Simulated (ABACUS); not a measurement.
AgCl:

```
Ag Cl
1.0
     3.43397    0.00000    0.00000
     0.00000    3.43397    0.00000
     0.00000    0.00000    3.43397
Ag Cl
1 1
Direct
  0.00000 0.00000 0.00000
  0.50000 0.50000 0.50000
```

Measurements of this composition are mostly on another form, of space group No. 225.

```yaml
Program: ABACUS 3.10.1
Task: single point
Functional: PBE
Potentials_or_basis: PseudoDojo NC SR 0.4.1 PBE standard
Cutoff: 1116 eV
Density_cutoff: 4463 eV
Basis: plane waves
k_mesh: 8 × 8 × 8
Occupations: fermi-dirac, width 0.05 eV
Spin: no spin polarisation
```

On this cell: pressure -0.2 GPa; largest force zero by symmetry; band gap on the k mesh 0.57 eV, indirect (least direct gap 2.07 eV).

The same run follows on a disturbed copy (atoms moved at random, drawn with an rms of 0.05 Å):

```
Ag Cl
1.0
     3.43397    0.00000    0.00000
     0.00000    3.43397    0.00000
     0.00000    0.00000    3.43397
Ag Cl
1 1
Cartesian
  -0.0607 -0.0434 -0.0237
  1.7444 1.7332 1.7327
```

Question: What changes?

Answer: The energy moves by +0.6 meV/atom; pressure -0.1 GPa; largest force 0.025 eV/Å; band gap on the k mesh 0.58 eV, indirect (least direct gap 2.00 eV).

Forces on the atoms (eV/Å):
```
Ag   0.018  0.014  0.009
Cl  -0.018 -0.014 -0.009
```

Stress tensor (GPa, compression positive):
```
-0.08  0.08  0.05
 0.08 -0.05  0.04
 0.05  0.04 -0.03
```

A k mesh can miss the band edges.
